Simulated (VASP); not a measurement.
Al:

```
Al
1.0
     0.00000    2.02481    2.02481
     2.02481    0.00000    2.02481
     2.02481    2.02481    0.00000
Al
1
Direct
  0.00000 0.00000 0.00000
```

Base run:

| Property | Result |
| --- | --- |
| Program | VASP 6.6.1 |
| Functional | revTPSS |
| Potentials or basis | VASP PAW PBE potentials, release 64 (Al) |
| Cutoff | 520 eV |
| k mesh | 11 × 11 × 11 |
| Occupations | fermi-dirac, width 0.05 eV |
| Spin | no spin polarisation |

Its results: pressure -2.5 GPa.

**Question.** The run is repeated on the same cell with these changes: functional from revTPSS to r2SCAN. What comes out?

**Answer.** Pressure -3.6 GPa.

Caveats: the PAW data sets were made with another functional, which shifts forces and pressure a little.

Not every run made on this cell is shown here.
